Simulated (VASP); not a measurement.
# Ca (Immm) in VASP: a series of runs

The runs below take Ca through single point, with PBE.

Program: VASP 6.6.1. These are calculated values, not measurements. Logs are shortened: lines on timing, memory, paths and dates and some standing lists are left out, and cuts for length are marked.

### Step 1. The structure

The structure is orthorhombic, space group Immm (No. 71). Conventional cell: a = 4.193 Å, b = 4.203 Å, c = 4.891 Å, α = 90.00°, β = 90.00°, γ = 90.00°. Ca (site symmetry mmm) is surrounded by 12 Ca at 3.85 to 4.20 Å.

This isn't the form of Ca at room conditions, which is fcc.

### Step 2. Single point, PBE

File INCAR:

```
PREC     = Accurate       # precision mode
ENCUT    = 250            # plane-wave cutoff, eV
EDIFF    = 1E-6           # SCF threshold, eV
ISMEAR   = 1              # smearing method
SIGMA    = 0.1            # smearing width, eV
LREAL    = False          # projectors in reciprocal space
LASPH    = True           # aspherical terms in the spheres
NELM     = 100            # most SCF steps
ALGO     = Normal         # electronic algorithm
ISIF     = 2              # what is computed and relaxed
LWAVE    = False          # write WAVECAR
LCHARG   = False          # write CHGCAR
GGA      = PE             # functional
ADDGRID  = False
```

File KPOINTS:

```
Automatic mesh
0
Gamma
  16 16 16
```

File POSCAR:

```
Ca
1.0
   -2.1296130000      2.1366080000      2.5183870000
    2.0452440000     -2.1127450000      2.4255450000
    2.0940060000      2.0772270000     -2.4978770000
Ca
1
Direct
    0.5036690000      0.4760610000     -0.0172770000
```

Potentials or basis: VASP PAW PBE potentials, release 64 (Ca_pv).

Started as:

```sh
> cat potpaw_PBE.64/Ca_pv/POTCAR > POTCAR
> mpirun -np 1 vasp_std > vasp.out
```

OUTCAR:

```text
PREC = Accurate
   ENCUT = 250
   EDIFF = 1E-6
   ISMEAR = 1
   LREAL = False
   LASPH = True
   NELM = 100
   ISIF = 2
   GGA = PE

 Found   2052 irreducible k-points:

 Following reciprocal coordinates:
            Coordinates               Weight
  0.000000  0.000000  0.000000      1.000000
  0.062500  0.000000  0.000000      2.000000
  0.125000  0.000000  0.000000      2.000000
  0.187500  0.000000  0.000000      2.000000
  0.250000  0.000000  0.000000      2.000000
  0.312500  0.000000 -0.000000      2.000000
   k-points           NKPTS =   2052   k-points in BZ     NKDIM =   2052   number of bands    NBANDS=      8
   number of dos      NEDOS =    301   number of ions     NIONS =      1
   total plane-waves  NPLWV =   8000
   dimension x,y,z NGX =    20 NGY =   20 NGZ =   20
   dimension x,y,z NGXF=    40 NGYF=   40 NGZF=   40
   ions per type =               1
   NGX,Y,Z   is equivalent  to a cutoff of   8.46,  8.72,  8.60 a.u.
   NGXF,Y,Z  is equivalent  to a cutoff of  16.92, 17.45, 17.20 a.u.
 SYSTEM =  unknown system
   PREC   = accura    normal or accurate (medium, high low for compatibility)
   ISTART =      0    job   : 0-new  1-cont  2-samecut
   ICHARG =      2    charge: 1-file 2-atom 10-const
   ISPIN  =      1    spin polarized calculation?
   LNONCOLLINEAR =      F non collinear calculations
   LSORBIT =      F    spin-orbit coupling
   LASPH  =      T    aspherical Exc in radial PAW
   ENCUT  =  250.0 eV  18.37 Ry    4.29 a.u.   5.07  4.91  4.98*2*pi/ulx,y,z
   NELM   =    100;   NELMIN=  2; NELMDL= -5     # of ELM steps
   EDIFF  = 0.1E-05   stopping-criterion for ELM
   LREAL  =      F    real-space projection
[... 7 lines left out ...]
   TEBEG  =    0.0;   TEEND  =   0.0 temperature during run
   PSTRESS=    0.0 pullay stress
   NELECT =       8.0000    total number of electrons
   NUPDOWN=      -1.0000    fix difference up-down
   EMIN   =  10.00;   EMAX   =-10.00  energy-range for DOS
   EFERMI =   0.00;   METHOD = LEGACY
   ISMEAR =     1;   SIGMA  =   0.10  broadening in eV -4-tet -1-fermi 0-gaus
   EFERMI_NEDOS =   21; number of points for ismear=-14 and -15
   IALGO  =     38    algorithm
   IMIX   =      4    mixing-type and parameters
     AMIX     =   0.40;   BMIX     =  1.00
     AMIX_MAG =   1.60;   BMIX_MAG =  1.00
  volume/ion in A,a.u.               =      43.10       290.85
  Fermi-wavevector in a.u.,A,eV,Ry     =   0.933859  1.764737 11.865531  0.872092
  Thomas-Fermi vector in A             =   2.060604
   LORBIT       =      0    0 simple, 1 ext, 2 COOP (PROOUT), +10 PAW based schemes
   GGA     = PE    functional components
   LHFCALC =     F    Hartree Fock is set to
   AEXX    =    0.0000 exact exchange contribution
   IVDW    =     0    specifies the selected vdW correction
   LEPSILON=     F    determine dielectric tensor
   LRPA    =     F    only Hartree local field effects (RPA)
 non-spin polarized calculation
 Methfessel and Paxton  Order N= 1 SIGMA  =   0.10
  energy-cutoff  :      250.00
  volume of cell :       43.10
 maximum number of plane-waves:       410
   NGX = 11   NGY =  9   NGZ =  9

 number of electron       7.9999999 magnetization

 Free energy of the ion-electron system (eV)
  ---------------------------------------------------
  ext. energy  EPLUGINS =         0.00000000
  ---------------------------------------------------
  free energy    TOTEN  =        -1.90663849 eV

  energy without entropy =       -1.90642052  energy(sigma->0) =       -1.90656584

 E-fermi :   2.1358     XC(G=0):  -7.6332

 val. band max:        2.1356815959   @ k =   0.4375   0.3750   0.3125
 cond. band min:       2.1366722748   @ k =  -0.4375   0.3750   0.4375
 fundamental gap:      0.0009906789
 Fermi energy:         2.1357797149

 k-point     1 :       0.0000    0.0000    0.0000
  band No.  band energies     occupation
      1     -20.8679      2.00000
      2     -20.8626      2.00000
      3     -20.8530      2.00000
      4      -1.8716      2.00000
      5       4.2179      0.00000
      6       4.3444      0.00000
      7       4.9504      0.00000
      8       4.9801      0.00000

 k-point     2 :       0.0625    0.0000    0.0000
  band No.  band energies     occupation
      1     -20.8691      2.00000
      2     -20.8657      2.00000
      3     -20.8549      2.00000
      4      -1.8064      2.00000
      5       4.1951      0.00000
      6       4.3523      0.00000
      7       4.9453      0.00000
      8       4.9608      0.00000

 k-point     3 :       0.1250    0.0000    0.0000
  band No.  band energies     occupation
      1     -20.8788      2.00000
      2     -20.8717      2.00000
      3     -20.8569      2.00000
      4      -1.6131      2.00000
      5       4.0886     -0.00000
      6       4.3567      0.00000
      7       4.9174      0.00000
      8       4.9863      0.00000

 k-point     4 :       0.1875    0.0000    0.0000
  band No.  band energies     occupation
      1     -20.8994      2.00000
      2     -20.8767      2.00000
      3     -20.8577      2.00000
      4      -1.2988      2.00000
      5       3.8574     -0.00000
      6       4.3085      0.00000
      7       4.9229      0.00000
      8       5.1179      0.00000

 k-point     5 :       0.2500    0.0000    0.0000
  band No.  band energies     occupation
      1     -20.9242      2.00000
      2     -20.8824      2.00000
      3     -20.8582      2.00000
      4      -0.8761      2.00000
      5       3.5253     -0.00000
      6       4.2060      0.00000
      7       4.9482      0.00000
      8       5.3585      0.00000

 k-point     6 :       0.3125    0.0000   -0.0000
  band No.  band energies     occupation
      1     -20.9489      2.00000
      2     -20.8881      2.00000
      3     -20.8586      2.00000
      4      -0.3641      2.00000
      5       3.1314     -0.00000
      6       4.0876     -0.00000
      7       4.9471      0.00000
      8       5.6367      0.00000

 [... further k-points ...]
[... 5 lines left out ...]
  --------------------------------------------------------------------------------------
  -------------------------------------------------------------------------------------
  Total       -0.1223460     -0.1576029     -0.0516338      0.0492809     -0.0339407      0.1301342
  in kB       -4.5480936     -5.8587348     -1.9194365      1.8319705     -1.2617111      4.8376121
  external PRESSURE =      -4.1087550 kB  Pullay stress =       0.0000000 kB

 VOLUME and BASIS-vectors are now :
 -----------------------------------------------------------------------------
  energy-cutoff  :      250.00
  volume of cell :       43.10
      direct lattice vectors                 reciprocal lattice vectors
    -2.129613000  2.136608000  2.518387000     0.005544617  0.236380961  0.201221828
     2.045244000 -2.112745000  2.425545000     0.245206417  0.001067158  0.206447491
     2.094006000  2.077227000 -2.497877000     0.243696023  0.239358134  0.003003396

 POSITION                                       TOTAL-FORCE (eV/Angst)
 -----------------------------------------------------------------------------------
      1.95887      2.11169     -0.03158         0.000000     -0.000000      0.000000
 -----------------------------------------------------------------------------------
    total drift:                               -0.000026      0.000020     -0.000002

  FREE ENERGIE OF THE ION-ELECTRON SYSTEM (eV)
  ---------------------------------------------------
  free  energy   TOTEN  =        -1.9066384949 eV

  energy  without entropy=       -1.9064205210  energy(sigma->0) =       -1.90656584
```

OSZICAR:

```text
N       E                     dE             d eps       ncg     rms          rms(c)
DAV:   1     0.105618258370E+02    0.10562E+02   -0.30830E+03 32832   0.870E+02
DAV:   2    -0.139013340845E+01   -0.11952E+02   -0.11931E+02 34856   0.104E+02
DAV:   3    -0.189138620420E+01   -0.50125E+00   -0.50063E+00 53752   0.260E+01
DAV:   4    -0.189704980499E+01   -0.56636E-02   -0.56621E-02 42800   0.203E+00
DAV:   5    -0.189710250789E+01   -0.52703E-04   -0.52702E-04 55272   0.180E-01    0.741E-01
DAV:   6    -0.190239542822E+01   -0.52929E-02   -0.72658E-03 37048   0.172E+00    0.429E-01
DAV:   7    -0.190664311345E+01   -0.42477E-02   -0.84903E-03 38136   0.183E+00    0.516E-02
DAV:   8    -0.190662798042E+01    0.15133E-04   -0.41689E-04 43184   0.360E-01    0.874E-03
DAV:   9    -0.190663493075E+01   -0.69503E-05   -0.12630E-05 55408   0.324E-02    0.666E-03
DAV:  10    -0.190663811475E+01   -0.31840E-05   -0.20972E-06 41248   0.299E-02    0.133E-03
DAV:  11    -0.190663849494E+01   -0.38018E-06   -0.40352E-08 18408   0.236E-03
   1 F= -.19066385E+01 E0= -.19065658E+01  d E =-.217974E-03
```

stdout:

```text
POSCAR found type information on POSCAR Ca
 POSCAR found :  1 types and       1 ions
 scaLAPACK will be used
 LDA part: xc-table for (Slater+PW92), standard interpolation
 POSCAR, INCAR and KPOINTS ok, starting setup
 FFT: planning ... GRIDC
 FFT: planning ... GRID_SOFT
 FFT: planning ... GRID
 WAVECAR not read
 entering main loop
```

Run time: 97 s. Hardware: 1 thread of Intel Xeon Platinum 8488C (Sapphire Rapids), shared host; peak memory 0.35 GiB.

The run converged, but some of its settings lie outside the range that counts as converged, so its numbers aren't taken as properties of the crystal.

What came out:

- Free energy: -1.9066 eV
- Pressure: -0.4 GPa
- Band gap on the k mesh: none (metal or under the smearing width)

### Step 3. Single point, PBE

This run uses another cell than the first one, of the same volume but with other edges.

Edit INCAR of step 2 so:

```diff
@@ -1,3 +1,3 @@
 PREC     = Accurate       # precision mode
-ENCUT    = 250            # plane-wave cutoff, eV
+ENCUT    = 350            # plane-wave cutoff, eV
 EDIFF    = 1E-6           # SCF threshold, eV
```

File KPOINTS:

```
Automatic mesh
0
Gamma
  14 14 14
```

File POSCAR:

```
Ca
1.0
   -2.0964874600      2.1017318100      2.4453524600
    2.0964874600     -2.1017318100      2.4453524600
    2.0964874600      2.1017318100     -2.4453524600
Ca
1
Direct
    0.5000000000      0.5000000000      0.0000000000
```

Potentials or basis: VASP PAW PBE potentials, release 64 (Ca_pv).

Started as:

```sh
> cat potpaw_PBE.64/Ca_pv/POTCAR > POTCAR
> mpirun -np 1 vasp_std > vasp.out
```

Wall time 22 s (1 thread of Intel Xeon Platinum 8488C (Sapphire Rapids), shared host); peak memory 0.2 GiB.

The run converged, but some of its settings lie outside the range that counts as converged, so its numbers aren't taken as properties of the crystal.

What came out:

* Free energy: -1.9083 eV
* Pressure: -0.4 GPa
* Band gap on the k mesh: none (metal or under the smearing width)

### Step 4. Single point, PBE

INCAR is that of step 3.

KPOINTS is that of step 3.

File POSCAR:

```
Ca
1.0
   -2.1296130000      2.1366080000      2.5183870000
    2.0452440000     -2.1127450000      2.4255450000
    2.0940060000      2.0772270000     -2.4978770000
Ca
1
Direct
    0.5036690000      0.4760610000     -0.0172770000
```

Potentials or basis: VASP PAW PBE potentials, release 64 (Ca_pv).

Started as:

```sh
> cat potpaw_PBE.64/Ca_pv/POTCAR > POTCAR
> mpirun -np 1 vasp_std > vasp.out
```

OUTCAR:

```text
PREC = Accurate
   ENCUT = 350
   EDIFF = 1E-6
   ISMEAR = 1
   LREAL = False
   LASPH = True
   NELM = 100
   ISIF = 2
   GGA = PE

 Found   1376 irreducible k-points:

 Following reciprocal coordinates:
            Coordinates               Weight
  0.000000  0.000000  0.000000      1.000000
  0.071429  0.000000 -0.000000      2.000000
  0.142857  0.000000 -0.000000      2.000000
  0.214286  0.000000 -0.000000      2.000000
  0.285714  0.000000 -0.000000      2.000000
  0.357143  0.000000 -0.000000      2.000000
   k-points           NKPTS =   1376   k-points in BZ     NKDIM =   1376   number of bands    NBANDS=      8
   number of dos      NEDOS =    301   number of ions     NIONS =      1
   total plane-waves  NPLWV =  13824
   dimension x,y,z NGX =    24 NGY =   24 NGZ =   24
   dimension x,y,z NGXF=    48 NGYF=   48 NGZF=   48
   ions per type =               1
   NGX,Y,Z   is equivalent  to a cutoff of  10.15, 10.47, 10.32 a.u.
   NGXF,Y,Z  is equivalent  to a cutoff of  20.31, 20.93, 20.65 a.u.
 SYSTEM =  unknown system
   PREC   = accura    normal or accurate (medium, high low for compatibility)
   ISTART =      0    job   : 0-new  1-cont  2-samecut
   ICHARG =      2    charge: 1-file 2-atom 10-const
   ISPIN  =      1    spin polarized calculation?
   LNONCOLLINEAR =      F non collinear calculations
   LSORBIT =      F    spin-orbit coupling
   LASPH  =      T    aspherical Exc in radial PAW
   ENCUT  =  350.0 eV  25.72 Ry    5.07 a.u.   5.99  5.81  5.90*2*pi/ulx,y,z
   NELM   =    100;   NELMIN=  2; NELMDL= -5     # of ELM steps
   EDIFF  = 0.1E-05   stopping-criterion for ELM
   LREAL  =      F    real-space projection
   EDIFFG = 0.1E-04   stopping-criterion for IOM
   NSW    =      0    number of steps for IOM
   IBRION =     -1    ionic relax: 0-MD 1-quasi-New 2-CG
   NFREE  =      0    steps in history (QN), initial steepest desc. (CG)
   ISIF   =      2    stress and relaxation
   ISYM   =      2    0-nonsym 1-usesym 2-fastsym
   POTIM  = 0.5000    time-step for ionic-motion
   TEBEG  =    0.0;   TEEND  =   0.0 temperature during run
   PSTRESS=    0.0 pullay stress
   NELECT =       8.0000    total number of electrons
   NUPDOWN=      -1.0000    fix difference up-down
   EMIN   =  10.00;   EMAX   =-10.00  energy-range for DOS
   EFERMI =   0.00;   METHOD = LEGACY
   ISMEAR =     1;   SIGMA  =   0.10  broadening in eV -4-tet -1-fermi 0-gaus
   EFERMI_NEDOS =   21; number of points for ismear=-14 and -15
   IALGO  =     38    algorithm
   IMIX   =      4    mixing-type and parameters
     AMIX     =   0.40;   BMIX     =  1.00
     AMIX_MAG =   1.60;   BMIX_MAG =  1.00
  volume/ion in A,a.u.               =      43.10       290.85
  Fermi-wavevector in a.u.,A,eV,Ry     =   0.933859  1.764737 11.865531  0.872092
  Thomas-Fermi vector in A             =   2.060604
   LORBIT       =      0    0 simple, 1 ext, 2 COOP (PROOUT), +10 PAW based schemes
   GGA     = PE    functional components
   LHFCALC =     F    Hartree Fock is set to
   AEXX    =    0.0000 exact exchange contribution
   IVDW    =     0    specifies the selected vdW correction
   LEPSILON=     F    determine dielectric tensor
   LRPA    =     F    only Hartree local field effects (RPA)
 non-spin polarized calculation
 Methfessel and Paxton  Order N= 1 SIGMA  =   0.10
  energy-cutoff  :      350.00
  volume of cell :       43.10
 maximum number of plane-waves:       659
   NGX = 11   NGY = 11   NGZ = 11

 number of electron       7.9999998 magnetization

 Free energy of the ion-electron system (eV)
  ---------------------------------------------------
  ext. energy  EPLUGINS =         0.00000000
  ---------------------------------------------------
  free energy    TOTEN  =        -1.90636872 eV

  energy without entropy =       -1.90608811  energy(sigma->0) =       -1.90627518

 E-fermi :   2.1252     XC(G=0):  -7.6330

 val. band max:        2.1245723821   @ k =  -0.4286   0.2143   0.5000
 cond. band min:       2.1266605704   @ k =   0.5000   0.4286   0.2857
 fundamental gap:      0.0020881884
 Fermi energy:         2.1251865889

 k-point     1 :       0.0000    0.0000    0.0000
  band No.  band energies     occupation
      1     -20.8657      2.00000
      2     -20.8602      2.00000
      3     -20.8521      2.00000
      4      -1.8718      2.00000
      5       4.2181      0.00000
      6       4.3446      0.00000
      7       4.9516      0.00000
      8       4.9818      0.00000
[... 45 lines left out ...]
 k-point     6 :       0.3571    0.0000   -0.0000
  band No.  band energies     occupation
      1     -20.9629      2.00000
      2     -20.8896      2.00000
      3     -20.8569      2.00000
      4       0.0404      2.00000
      5       2.8220     -0.00000
      6       4.0120     -0.00000
      7       4.9263      0.00000
      8       5.7156      0.00000

 [... further k-points ...]

------------------------ aborting loop because EDIFF is reached ----------------------------------------

  FORCE on cell =-STRESS in cart. coord.  units (eV):
  Direction    XX          YY          ZZ          XY          YZ          ZX
  --------------------------------------------------------------------------------------
  -------------------------------------------------------------------------------------
  Total       -0.1281919     -0.1491463     -0.0468588      0.0517905     -0.0418346      0.1263437
  in kB       -4.7654064     -5.5443678     -1.7419299      1.9252619     -1.5551604      4.6967039
  external PRESSURE =      -4.0172347 kB  Pullay stress =       0.0000000 kB

 VOLUME and BASIS-vectors are now :
 -----------------------------------------------------------------------------
  energy-cutoff  :      350.00
  volume of cell :       43.10
      direct lattice vectors                 reciprocal lattice vectors
    -2.129613000  2.136608000  2.518387000     0.005544617  0.236380961  0.201221828
     2.045244000 -2.112745000  2.425545000     0.245206417  0.001067158  0.206447491
     2.094006000  2.077227000 -2.497877000     0.243696023  0.239358134  0.003003396

 POSITION                                       TOTAL-FORCE (eV/Angst)
 -----------------------------------------------------------------------------------
      1.95887      2.11169     -0.03158         0.000000      0.000000      0.000000
 -----------------------------------------------------------------------------------
    total drift:                                0.000011      0.000008      0.000004

  FREE ENERGIE OF THE ION-ELECTRON SYSTEM (eV)
  ---------------------------------------------------
  free  energy   TOTEN  =        -1.9063687206 eV

  energy  without entropy=       -1.9060881060  energy(sigma->0) =       -1.90627518
```

OSZICAR:

```text
N       E                     dE             d eps       ncg     rms          rms(c)
DAV:   1     0.143924225177E+02    0.14392E+02   -0.34745E+03 22016   0.103E+03
DAV:   2    -0.122100726048E+01   -0.15613E+02   -0.15595E+02 23072   0.113E+02
DAV:   3    -0.189021866416E+01   -0.66921E+00   -0.66806E+00 36144   0.302E+01
DAV:   4    -0.189683976050E+01   -0.66211E-02   -0.66201E-02 28312   0.235E+00
DAV:   5    -0.189690651287E+01   -0.66752E-04   -0.66751E-04 37608   0.230E-01    0.740E-01
DAV:   6    -0.190215063790E+01   -0.52441E-02   -0.74047E-03 24784   0.174E+00    0.428E-01
DAV:   7    -0.190636737768E+01   -0.42167E-02   -0.85770E-03 25816   0.184E+00    0.517E-02
DAV:   8    -0.190635824721E+01    0.91305E-05   -0.42282E-04 29128   0.366E-01    0.874E-03
DAV:   9    -0.190636514849E+01   -0.69013E-05   -0.12830E-05 37064   0.325E-02    0.684E-03
DAV:  10    -0.190636826423E+01   -0.31157E-05   -0.19724E-06 27696   0.292E-02    0.148E-03
DAV:  11    -0.190636872061E+01   -0.45637E-06   -0.39464E-08 12464   0.225E-03
   1 F= -.19063687E+01 E0= -.19062752E+01  d E =-.280615E-03
```

Run time: 71 s. Hardware: 1 thread of Intel Xeon Platinum 8488C (Sapphire Rapids), shared host; peak memory 0.39 GiB.

These settings aren't checked as converged: the numbers below hold their error.

What came out:

- Free energy: -1.9064 eV
- Pressure: -0.4 GPa
- Band gap on the k mesh: none (metal or under the smearing width)

### Step 5. The reference run

An earlier run on the cell as given: functional PBE; potentials or basis VASP PAW PBE potentials, release 64 (Ca_sv); cutoff 520 eV; k mesh 9 × 9 × 9; occupations fermi-dirac, width 0.05 eV; no spin polarisation.

- Pressure: -0.4 GPa
- Band gap on the k mesh: none (metal or under the smearing width)
